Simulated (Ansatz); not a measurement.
Bi and the effect of the strain (εzz = s)

```
Bi
1.0
     2.26750    1.30914    3.93800
    -2.26750    1.30914    3.93800
     0.00000   -2.61828    3.93800
Bi
2
Direct
  0.76600 0.76600 0.76600
  0.23400 0.23400 0.23400
```

Kept alike: task single point; functional PBE; k mesh 6 × 6 × 6; occupations fermi-dirac, width 0.05 eV; no spin polarisation. Program: Ansatz, Ansatz PAW, cutoff 420 eV. The mesh is that of the run's cell of 2 atoms. No spin-orbit coupling.

| run | free energy over the lowest row (meV/atom) |
| --- | --- |
| A | 2.04 |
| B | 4.94 |
| C | 9.15 |
| D | 21.72 |
| E | 0.00 |
| F | 40.16 |
| G | 14.72 |

The cell shown is the unstrained one; x, y and z are its Cartesian axes; atoms keep their fractions. For a metal such a mesh leaves the last digits unconverged.

**Question.** The runs differ in the strain (εzz = s) alone: -0.04; -0.02; -0.01; 0; 0.01; 0.02; 0.04. Which run is which?

**Answer.** Run A is 0.02; run B is 0.01; run C is 0; run D is -0.02; run E is 0.04; run F is -0.04; run G is -0.01. The free energy falls from 40.16 to 0.00 meV/atom between -0.04 and 0.04.
